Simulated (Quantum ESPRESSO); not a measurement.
La2O3 in Quantum ESPRESSO: convergence with k mesh

Input of the first run (k mesh 1 × 1 × 1); the others differ in this setting and in those tied to it:

File pw.in:

```
&CONTROL
  calculation = 'scf'
  prefix = 'pwscf'
  outdir = './tmp'
  pseudo_dir = './pseudo'
  tprnfor = .true.
  tstress = .true.
  disk_io = 'nowf'
/
&SYSTEM
  ibrav = 0
  nat = 5
  ntyp = 2
  ecutwfc = 45
  ecutrho = 360
  nbnd = 28
  occupations = 'smearing'
  smearing = 'mv'
  degauss = 0.00734986
/
&ELECTRONS
  conv_thr = 1d-09
  electron_maxstep = 120
  mixing_beta = 0.5
/
ATOMIC_SPECIES
La   138.9055 la_pbe_v1.uspp.F.UPF
O     15.9990 o_pbe_v1.2.uspp.F.UPF
CELL_PARAMETERS angstrom
   6.2667802772    0.0000000000    0.0000000000
  -3.1333901386    5.4271909200    0.0000000000
   0.0000000000    0.0000000000    3.2997660000
ATOMIC_POSITIONS crystal
La     0.6689660000    0.3289810000    0.4937610000
La     0.3395110000    0.6683350000    0.4909740000
O      0.5019020000    0.0035070000    0.0072330000
O     -0.0049200000    0.5180640000   -0.0061760000
O      0.4954710000    0.4882770000    0.0120300000
K_POINTS automatic
1 1 1 0 0 0
```

Potentials or basis: GBRV 1.5 PBE.

Launch:

```bash
$ OMP_NUM_THREADS=1 pw.x -in pw.in > pw.out
```

The cell isn't the ideal one: atoms moved at random, drawn with an rms of 0.05 Å.

The cell comes from a database or a generator and needn't be the stable form of this composition.

Hardware: 1 thread of Arm Neoverse V1, with other jobs on the host.

```
   k mesh  energy less the tightest run, at zero smearing (meV/atom)  pressure (GPa)  largest force (eV/Å)  gap on the mesh (eV)  SCF cycles  CPU time (s)  peak memory (GiB)
1 × 1 × 1                                                     760.54           10.61                 0.928                 1.882          17            62               0.82
1 × 1 × 2                                                     192.03            4.49                 0.714                 1.362          17            66               0.82
2 × 2 × 3                                                       1.25            2.35                 0.707                 1.978          16            90               0.83
2 × 2 × 4                                                       1.79            2.41                 0.711                 1.559          17           110               0.84
3 × 3 × 4                                                       0.48            2.40                 0.714                 1.562          14           130               0.85
4 × 4 × 5                                                       0.07            2.40                 0.716                 1.806          16           240               0.89
4 × 4 × 6                                                       0.02            2.40                 0.716                 1.563          17           300                0.9
5 × 5 × 7                                                       0.00            2.40                 0.717                 1.688          18           500               0.96
6 × 6 × 8                                                       0.00            2.40                 0.717                 1.563          16           710                1.1
```

Against the tightest run, the energy stays within 1 meV/atom from 3 × 3 × 4 on; the pressure stays within 0.1 GPa from 2 × 2 × 3 on; the largest force stays within 0.005 eV/Å from 3 × 3 × 4 on. Not settled before the last step: the gap on the mesh (to 0.01 eV). Meshes of other sizes hit other points, so gaps and Fermi surfaces needn't settle smoothly. The tightest run that finished is the yardstick and may itself not be fully converged.

Caveat, for the tightest run too: this smearing can shift energies of a crystal with a gap; spin-orbit coupling is left out, which moves the levels of the heavy elements.
